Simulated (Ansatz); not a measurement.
**CaSe in Ansatz: the effect of functional**

CaSe:

```
Se Ca
1.0
     0.00000    2.91605    2.91605
     2.91605    0.00000    2.91605
     2.91605    2.91605    0.00000
Se Ca
1 1
Direct
  0.50000 0.50000 0.50000
  0.00000 0.00000 0.00000
```

The cell isn't the ideal one: volume scaled by 0.96.

Alike in all runs:

| Quantity | Value |
| --- | --- |
| Program | Ansatz 0.2.0 |
| Task | single point |
| Potentials or basis | Ansatz PAW |
| k mesh | 8 × 8 × 8 |
| Occupations | fermi-dirac, width 0.05 eV |
| Spin | no spin polarisation |

```tsv
functional	cutoff	gap on the mesh (eV)	pressure (GPa)
LDA	420 eV (not typed: the program's choice for these potentials)	1.77	-1.2
PBEsol	420 eV (not typed: the program's choice for these potentials)	?	?
r2SCAN	500 eV (not typed: the program's choice for these potentials)	2.39	3.0
```

Task: What does the run with functional PBEsol give?

Result: gap on the mesh 1.83 eV; pressure 1.0 GPa.

Caveats: the PAW data sets come from PBE, with cores solved anew for the run's functional, which leaves a small shift of forces and pressure.

A k mesh can miss the band edges.
